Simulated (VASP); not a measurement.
# MgSi (P4/mmm) in VASP: single point with r2SCAN

Aim: the single point of MgSi with r2SCAN.

All numbers are computed with VASP 6.6.1; they aren't measurements. Logs are shortened: lines on timing, memory, paths and dates and some standing lists are left out, and cuts for length are marked.

## Step 1: The crystal as given

Symmetry: P4/mmm, No. 123, tetragonal system. Conventional cell: a = 2.908 Å, b = 2.908 Å, c = 4.103 Å, α = 90.00°, β = 90.00°, γ = 90.00°. Mg (site symmetry 4/mmm) has 8 Si at 2.90 Å and 4 Mg at 2.91 Å as nearest neighbours. Si (site symmetry 4/mmm) is surrounded by 8 Mg at 2.90 Å and 4 Si at 2.91 Å.

The cell comes from a database or a generator and needn't be the stable form of this composition.

## Step 2: Single point, r2SCAN

Input file POSCAR:

```
MgSi
1.0
    2.9083940000      0.0000000000      0.0000000000
    0.0000000000      2.9083940000      0.0000000000
    0.0000000000      0.0000000000      4.1034270000
Mg Si
1 1
Direct
    0.0000000000      0.0000000000      0.0000000000
    0.5000000000      0.5000000000      0.5000000000
```

Input file INCAR.step1:

```
SYSTEM = MgSi
PREC     = Accurate       ! precision mode
ENCUT    = 520            ! plane-wave cutoff, eV
ISMEAR   = 0              ! smearing method
SIGMA    = 0.1            ! smearing width, eV
LREAL    = .False.        ! projectors in reciprocal space
LASPH    = .True.         ! aspherical terms in the spheres
NELM     = 100            ! most SCF steps
NBANDS   = 10             ! bands
GGA      = PE             ! functional
ALGO     = Normal         ! electronic algorithm
EDIFF    = 1E-4           ! SCF threshold, eV
LWAVE    = .True.         ! write WAVECAR
LCHARG   = .False.        ! write CHGCAR
```

Input file INCAR.step2:

```
SYSTEM = MgSi
PREC     = Accurate       ! precision mode
ENCUT    = 520            ! plane-wave cutoff, eV
EDIFF    = 1E-6           ! SCF threshold, eV
ISMEAR   = 0              ! smearing method
SIGMA    = 0.1            ! smearing width, eV
LREAL    = .False.        ! projectors in reciprocal space
LASPH    = .True.         ! aspherical terms in the spheres
NELM     = 100            ! most SCF steps
ALGO     = Normal         ! electronic algorithm
ISIF     = 2              ! what is computed and relaxed
LWAVE    = .False.        ! write WAVECAR
LCHARG   = .True.         ! write CHGCAR
METAGGA  = R2SCAN         ! meta-GGA
LMIXTAU  = .True.       
LELF     = .True.         ! ELF
LVHAR    = .True.       
NBANDS   = 10             ! bands
ISTART   = 1
```

Input file KPOINTS:

```
Automatic mesh
0
Gamma
  6 6 4
  0 0 0
```

Potentials or basis: VASP PAW PBE potentials, release 64 (Mg, Si).

On the command line:

```bash
$ cat potpaw_PBE.64/Mg/POTCAR potpaw_PBE.64/Si/POTCAR > POTCAR
$ cp INCAR.step1 INCAR
$ mpirun -np 1 vasp_std > vasp.out
$ cp INCAR.step2 INCAR
$ mpirun -np 1 vasp_std > vasp.out
```

OUTCAR:

```text
SYSTEM = MgSi
   PREC = Accurate
   ENCUT = 520
   EDIFF = 1E-6
   ISMEAR = 0
   LREAL = .False.
   LASPH = .True.
   NELM = 100
   ISIF = 2
   METAGGA = R2SCAN
   ISTART = 1

 ion  position               nearest neighbor table
   1  0.000  0.000  0.000-   2 2.90   2 2.90   2 2.90   2 2.90   2 2.90   2 2.90   2 2.90   2 2.90

   2  0.500  0.500  0.500-   1 2.90   1 2.90   1 2.90   1 2.90   1 2.90   1 2.90   1 2.90   1 2.90

  LATTYP: Found a simple tetragonal cell.
 ALAT       =     2.9083940000
 C/A-ratio  =     1.4108910278

  Lattice vectors:

 A1 = (   2.9083940000,   0.0000000000,   0.0000000000)
 A2 = (   0.0000000000,   2.9083940000,   0.0000000000)
 A3 = (   0.0000000000,   0.0000000000,   4.1034270000)

Analysis of symmetry for initial positions (statically):
=====================================================================
 Subroutine PRICEL returns:
 Original cell was already a primitive cell.

 Routine SETGRP: Setting up the symmetry group for a
 simple tetragonal supercell.

 Subroutine GETGRP returns: Found 16 space group operations
 (whereof 16 operations were pure point group operations)
 out of a pool of 16 trial point group operations.

The static configuration has the point symmetry D_4h.

Analysis of symmetry for dynamics (positions and initial velocities):
=====================================================================
 Subroutine PRICEL returns:
 Original cell was already a primitive cell.

 Routine SETGRP: Setting up the symmetry group for a
 simple tetragonal supercell.

 Subroutine GETGRP returns: Found 16 space group operations
 (whereof 16 operations were pure point group operations)
 out of a pool of 16 trial point group operations.

The dynamic configuration has the point symmetry D_4h.

 Subroutine INISYM returns: Found 16 space group operations
 (whereof 16 operations are pure point group operations),
 and found     1 'primitive' translations

----------------------------------------------------------------------------------------

                                     Primitive cell

  volume of cell :      34.7099

  direct lattice vectors                    reciprocal lattice vectors
     2.908394000  0.000000000  0.000000000     0.343832369  0.000000000  0.000000000
     0.000000000  2.908394000  0.000000000     0.000000000  0.343832369  0.000000000
     0.000000000  0.000000000  4.103427000     0.000000000  0.000000000  0.243698743

  length of vectors
     2.908394000  2.908394000  4.103427000     0.343832369  0.343832369  0.243698743

  position of ions in fractional coordinates (direct lattice)
     0.000000000  0.000000000  0.000000000
     0.500000000  0.500000000  0.500000000

  ion indices of the primitive-cell ions
   primitive index   ion index
                 1           1
                 2           2

----------------------------------------------------------------------------------------

 KPOINTS: Automatic mesh

Automatic generation of k-mesh.
 Grid dimensions read from file:
 generate k-points for:    6    6    4

 Generating k-lattice:

  Cartesian coordinates                     Fractional coordinates (reciprocal lattice)
     0.057305395  0.000000000  0.000000000     0.166666667  0.000000000  0.000000000
     0.000000000  0.057305395  0.000000000     0.000000000  0.166666667  0.000000000
     0.000000000  0.000000000  0.060924686     0.000000000  0.000000000  0.250000000

  Length of vectors
     0.057305395  0.057305395  0.060924686

  Shift w.r.t. Gamma in fractional coordinates (k-lattice)
     0.000000000  0.000000000  0.000000000

 Subroutine IBZKPT returns following result:
 ===========================================

 Found     30 irreducible k-points:

 Following reciprocal coordinates:
            Coordinates               Weight
  0.000000  0.000000  0.000000      1.000000
  0.166667  0.000000  0.000000      4.000000
  0.333333  0.000000  0.000000      4.000000
  0.500000  0.000000  0.000000      2.000000
  0.166667  0.166667  0.000000      4.000000
  0.333333  0.166667  0.000000      8.000000
[... 16 lines left out ...]
  0.333333  0.000000  0.500000      4.000000
  0.500000  0.000000  0.500000      2.000000
 [... further k-points ...]
   k-points           NKPTS =     30   k-points in BZ     NKDIM =     30   number of bands    NBANDS=     10
   number of dos      NEDOS =    301   number of ions     NIONS =      2
   total plane-waves  NPLWV =  18432
   dimension x,y,z NGX =    24 NGY =   24 NGZ =   32
   dimension x,y,z NGXF=    48 NGYF=   48 NGZF=   64
   ions per type =               1   1
   NGX,Y,Z   is equivalent  to a cutoff of  13.72, 13.72, 12.96 a.u.
   NGXF,Y,Z  is equivalent  to a cutoff of  27.44, 27.44, 25.93 a.u.
 SYSTEM =  MgSi
   PREC   = accura    normal or accurate (medium, high low for compatibility)
   ISTART =      1    job   : 0-new  1-cont  2-samecut
   ICHARG =      0    charge: 1-file 2-atom 10-const
   ISPIN  =      1    spin polarized calculation?
   LNONCOLLINEAR =      F non collinear calculations
   LSORBIT =      F    spin-orbit coupling
   LASPH  =      T    aspherical Exc in radial PAW
   ENCUT  =  520.0 eV  38.22 Ry    6.18 a.u.   5.41  5.41  7.63*2*pi/ulx,y,z
   NELM   =    100;   NELMIN=  2; NELMDL=  0     # of ELM steps
   EDIFF  = 0.1E-05   stopping-criterion for ELM
   LREAL  =      F    real-space projection
   EDIFFG = 0.1E-04   stopping-criterion for IOM
   NSW    =      0    number of steps for IOM
   IBRION =     -1    ionic relax: 0-MD 1-quasi-New 2-CG
   NFREE  =      0    steps in history (QN), initial steepest desc. (CG)
   ISIF   =      2    stress and relaxation
   ISYM   =      2    0-nonsym 1-usesym 2-fastsym
   POTIM  = 0.5000    time-step for ionic-motion
   TEBEG  =    0.0;   TEEND  =   0.0 temperature during run
   PSTRESS=    0.0 pullay stress
   NELECT =       6.0000    total number of electrons
   NUPDOWN=      -1.0000    fix difference up-down
   EMIN   =  10.00;   EMAX   =-10.00  energy-range for DOS
   EFERMI =   0.00;   METHOD = LEGACY
   ISMEAR =     0;   SIGMA  =   0.10  broadening in eV -4-tet -1-fermi 0-gaus
   EFERMI_NEDOS =   21; number of points for ismear=-14 and -15
   IALGO  =     38    algorithm
   IMIX   =      4    mixing-type and parameters
     AMIX     =   0.40;   BMIX     =  1.00
     AMIX_MAG =   1.60;   BMIX_MAG =  1.00
  volume/ion in A,a.u.               =      17.35       117.12
  Fermi-wavevector in a.u.,A,eV,Ry     =   0.911957  1.723348 11.315488  0.831665
  Thomas-Fermi vector in A             =   2.036296
   LORBIT       =      0    0 simple, 1 ext, 2 COOP (PROOUT), +10 PAW based schemes
   METAGGA = R2SCAN    functional components
   LHFCALC =     F    Hartree Fock is set to
   AEXX    =    0.0000 exact exchange contribution
   IVDW    =     0    specifies the selected vdW correction
   LEPSILON=     F    determine dielectric tensor
   LRPA    =     F    only Hartree local field effects (RPA)
 non-spin polarized calculation
 Gauss-broadening in eV      SIGMA  =   0.10
  energy-cutoff  :      520.00
  volume of cell :       34.71
 maximum number of plane-waves:       952
 NGX is ok and might be reduce to    24
   NGX = 11   NGY = 11   NGZ = 15

 number of electron       6.0000000 magnetization

 Free energy of the ion-electron system (eV)
  ---------------------------------------------------
  ext. energy  EPLUGINS =         0.00000000
  ---------------------------------------------------
  free energy    TOTEN  =       -12.61379948 eV

  energy without entropy =      -12.60976131  energy(sigma->0) =      -12.61178040

 E-fermi :   6.3732     XC(G=0): -10.4969

 val. band max:        6.3479959506   @ k =   0.5000   0.0000   0.2500
 cond. band min:       6.4402230017   @ k =   0.5000   0.1667   0.0000
 fundamental gap:      0.0922270511
 Fermi energy:         6.3731662227

 k-point     1 :       0.0000    0.0000    0.0000
  band No.  band energies     occupation
      1      -5.7724      2.00000
      2       3.1206      2.00000
      3       5.2824      2.00000
      4      10.8202      0.00000
      5      10.8202      0.00000
      6      11.8586      0.00000
      7      15.3914      0.00000
      8      19.4365      0.00000
      9      19.4365      0.00000
     10      19.9348      0.00000

 k-point     2 :       0.1667    0.0000    0.0000
  band No.  band energies     occupation
      1      -5.2770      2.00000
      2       3.5578      2.00000
      3       5.7470      2.00000
      4       6.7223      0.00000
      5      11.2115      0.00000
      6      13.8457      0.00000
      7      15.4476      0.00000
      8      16.7472      0.00000
      9      19.0500      0.00000
     10      19.9059      0.00000

 k-point     3 :       0.3333    0.0000    0.0000
  band No.  band energies     occupation
      1      -3.8364      2.00000
      2       2.4957      2.00000
      3       4.7980      2.00000
      4       7.2536      0.00000
      5      11.4190      0.00000
      6      12.2798      0.00000
      7      13.2067      0.00000
      8      15.4764      0.00000
      9      19.1555      0.00000
     10      21.2957      0.00000

 k-point     4 :       0.5000    0.0000    0.0000
  band No.  band energies     occupation
      1      -2.2174      2.00000
      2      -0.0487      2.00000
      3       5.9831      2.00000
      4       8.9045      0.00000
      5       9.2869      0.00000
      6      10.7905      0.00000
      7      13.1722      0.00000
      8      16.9788      0.00000
      9      17.4124      0.00000
     10      19.2061      0.00000
[... 222 lines left out ...]
 k-point    22 :       0.1667    0.0000    0.5000
  band No.  band energies     occupation
      1      -4.2256      2.00000
      2      -0.8415      2.00000
      3       7.5048      0.00000
      4      11.2800      0.00000
      5      11.7285      0.00000
      6      14.8030      0.00000
      7      14.9127      0.00000
      8      16.2218      0.00000
      9      16.6429      0.00000
     10      17.5562      0.00000

 k-point    23 :       0.3333    0.0000    0.5000
  band No.  band energies     occupation
      1      -2.8228      2.00000
      2       0.5769      2.00000
      3       3.4091      2.00000
      4       7.1277      0.00000
      5      12.8403      0.00000
      6      15.9039      0.00000
      7      16.2144      0.00000
      8      17.6290      0.00000
      9      17.7019      0.00000
     10      18.7693      0.00000

 k-point    24 :       0.5000    0.0000    0.5000
  band No.  band energies     occupation
      1      -1.2536      2.00000
      2       0.9203      2.00000
      3       2.0650      2.00000
      4       4.7121      2.00000
      5      13.7882      0.00000
      6      16.7587      0.00000
      7      17.1970      0.00000
      8      17.8813      0.00000
      9      18.6233      0.00000
     10      19.4417      0.00000

 [... further k-points ...]

------------------------ aborting loop because EDIFF is reached ----------------------------------------

  FORCE on cell =-STRESS in cart. coord.  units (eV):
  Direction    XX          YY          ZZ          XY          YZ          ZX
  --------------------------------------------------------------------------------------
  -------------------------------------------------------------------------------------
  Total       -0.2600870     -0.2600870      0.2142230      0.0000000     -0.0000000     -0.0000000
  in kB      -12.0053816    -12.0053816      9.8883401      0.0000000     -0.0000000     -0.0000000
  external PRESSURE =      -4.7074744 kB  Pullay stress =       0.0000000 kB

 VOLUME and BASIS-vectors are now :
 -----------------------------------------------------------------------------
  energy-cutoff  :      520.00
  volume of cell :       34.71
      direct lattice vectors                 reciprocal lattice vectors
     2.908394000  0.000000000  0.000000000     0.343832369  0.000000000  0.000000000
     0.000000000  2.908394000  0.000000000     0.000000000  0.343832369  0.000000000
     0.000000000  0.000000000  4.103427000     0.000000000  0.000000000  0.243698743

 POSITION                                       TOTAL-FORCE (eV/Angst)
 -----------------------------------------------------------------------------------
      0.00000      0.00000      0.00000         0.000000      0.000000      0.000000
      1.45420      1.45420      2.05171         0.000000      0.000000      0.000000
 -----------------------------------------------------------------------------------
    total drift:                               -0.000000     -0.000000     -0.000000

  FREE ENERGIE OF THE ION-ELECTRON SYSTEM (eV)
  ---------------------------------------------------
  free  energy   TOTEN  =       -12.6137994837 eV

  energy  without entropy=      -12.6097613112  energy(sigma->0) =      -12.61178040
```

It took 21 s on 1 thread of AMD EPYC 9R45 (Zen 5), shared host; peak memory 0.12 GiB.

What came out:

```yaml
Free_energy: -12.6138 eV
Pressure: -0.5 GPa
Band_gap_on_the_k_mesh: none (metal or under the smearing width)
```

Caveat: the k mesh is coarse (spacing up to 0.38 Å⁻¹), so the values aren't converged; the PAW data sets were made with another functional, which shifts forces and pressure a little.
